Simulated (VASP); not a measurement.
A run of VASP 6.6.1:

File INCAR:

```
SYSTEM = SnS2
PREC = Accurate
ENCUT = 600
EDIFF = 1E-7
ISMEAR = 0
SIGMA = 0.03
LREAL = .False.
LASPH = .True.
NELM = 80
ALGO = Normal
ISIF = 3
LWAVE = .False.
LCHARG = .False.
GGA = CA
IBRION = 2
NSW = 90
EDIFFG = -0.005
LATTICE_CONSTRAINTS = .TRUE. .TRUE. .FALSE.
KPAR = 8
```

File KPOINTS:

```
Automatic mesh
0
Gamma
  12 12 1
  0 0 0
```

File POSCAR:

```
SnS2                                    
1.0
    3.6247985883      0.0000000000      0.0000000000
   -1.8123992942      3.1391676568      0.0000000000
    0.0000000000      0.0000000000     38.5380000000
  S               Sn            
     8     4
Direct
     0.6666666699999979    0.3333333300000021    0.2373171593598111
     0.3333333300000021    0.6666666699999979    0.3135111503998343
     0.6666666699999979    0.3333333300000021    0.3865562184274172
     0.3333333300000021    0.6666666699999979    0.4628968031274422
     0.6666666699999979    0.3333333300000021    0.5371031968725577
     0.3333333300000021    0.6666666699999979    0.6134437815725827
     0.6666666699999979    0.3333333300000021    0.6864888496001657
     0.3333333300000021    0.6666666699999979    0.7626828406401893
     0.0000000000000000    0.0000000000000000    0.2753620106499350
     0.0000000000000000    0.0000000000000000    0.4247262556287559
     0.0000000000000000    0.0000000000000000    0.5752737443712440
     0.0000000000000000    0.0000000000000000    0.7246379893500650
```

Potentials or basis: VASP PAW LDA potentials, release 64 (S, Sn_d).

Run with:

```console
$ cat potpaw_LDA.64/S/POTCAR potpaw_LDA.64/Sn_d/POTCAR > POTCAR
$ mpirun -np 8 vasp_std > vasp.out
```

Hardware: 8 MPI ranks on Intel(R) Xeon(R) 6975P-C (Granite Rapids), with other jobs on the host.

**Question.** Estimate the wall time of this run.

**Answer.** It took 25 min on 8 MPI ranks on Intel(R) Xeon(R) 6975P-C (Granite Rapids), with other jobs on the host, peak memory 0.8 GiB a rank. Counts: scf iterations 219, k points 19, ion steps 27.
